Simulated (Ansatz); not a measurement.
Runs of Ansatz 0.2.0 on Ge. It takes space group Fd-3m (No. 227, cubic). The conventional cell has a = 5.658 Å, b = 5.658 Å, c = 5.658 Å, α = 90.00°, β = 90.00°, γ = 90.00°. Around Ge (site symmetry -43m) lie 4 Ge at 2.45 Å. 

| task | level | potentials or basis | spin | cell | k mesh | cutoff (eV) | smearing | basis error allowed | mesh quality | gap on the mesh (eV) | pressure (GPa) | relaxed volume (Å³/atom) |
| --- | --- | --- | --- | --- | --- | --- | --- | --- | --- | --- | --- | --- |
| relaxation of cell and atoms | RPBE+D4 | all-electron LAPW, scalar-relativistic | off | relaxed | 8 × 8 × 8 | - | fermi-dirac 0.05 eV | 0.001 eV/atom | not flagged | - | 0.0 | 22.82 |
| relaxation of cell and atoms | PBE | all-electron LAPW, scalar-relativistic | collinear, antiferromagnetic start | relaxed | 8 × 8 × 8 | - | fermi-dirac 0.025 eV | 0.002 eV/atom | not flagged | - | 0.0 | 23.91 |
| atomic charges | PBE-LDA | all-electron LAPW, non-relativistic | off | as given | 8 × 8 × 8 | 291 | fermi-dirac 0.025 eV | 0.002 eV/atom | not flagged | 0.57 | 9.5 | - |
| density of states | PBEsol | all-electron PAW datasets made for the crystal | off | as given | 8 × 8 × 8 | 140 | fermi-dirac 0.05 eV | - | not flagged | none | 0.6 | - |
| relaxation of cell and atoms | revPBE+D4 | all-electron LAPW, scalar-relativistic | off | relaxed | 8 × 8 × 8 | - | fermi-dirac 0.05 eV | 0.001 eV/atom | not flagged | - | 0.0 | 22.93 |
| density of states | PBE | all-electron PAW datasets made for the crystal | off | as given | 8 × 8 × 8 | 140 | fermi-dirac 0.05 eV | - | not flagged | none | 3.6 | - |
| relaxation of cell and atoms | RPBE | all-electron LAPW, scalar-relativistic | off | relaxed | 8 × 8 × 8 | - | fermi-dirac 0.05 eV | 0.001 eV/atom | not flagged | - | 0.0 | (b) |
| band structure | PBE | all-electron LAPW, scalar-relativistic | off | as given | 8 × 8 × 8 | 316 | fermi-dirac 0.05 eV | 0.001 eV/atom | not flagged | - | 3.6 | - |
| relaxation of cell and atoms | PBE+D3(BJ) | all-electron LAPW, scalar-relativistic | off | relaxed | 8 × 8 × 8 | - | fermi-dirac 0.05 eV | 0.001 eV/atom | not flagged | - | 0.0 | 23.15 |
| single point | PBEsol | all-electron LAPW, scalar-relativistic | off | as given | 5 × 5 × 5 | 317 | fermi-dirac 0.03 eV | 0.001 eV/atom | coarse | none | (a) | - |
| relaxation of cell and atoms | PBE | all-electron LAPW, scalar-relativistic | off | relaxed | 8 × 8 × 8 | - | fermi-dirac 0.05 eV | 0.001 eV/atom | not flagged | - | 0.0 | 23.91 |

Problem. Fill in the values left out.

Solution. (a) 0.9; (b) 24.59.

Caveats: some runs use coarse meshes; this crystal is a semiconductor, whose small gap the functional closes, so the metal is an error of the method (some runs); the program warned that the printed levels may be off, so bands, gaps and densities of states are rough (some runs); relativity is left out, which matters for the heavier elements (some runs); the k mesh is thin for a metal, which can move the energy by tens of meV per atom (some runs).

A k mesh can miss the band edges, and the runs leave out spin-orbit coupling on Ge.

A gap of «none» marks a metal or a gap under the smearing width.

Not every run made on this cell is shown here.
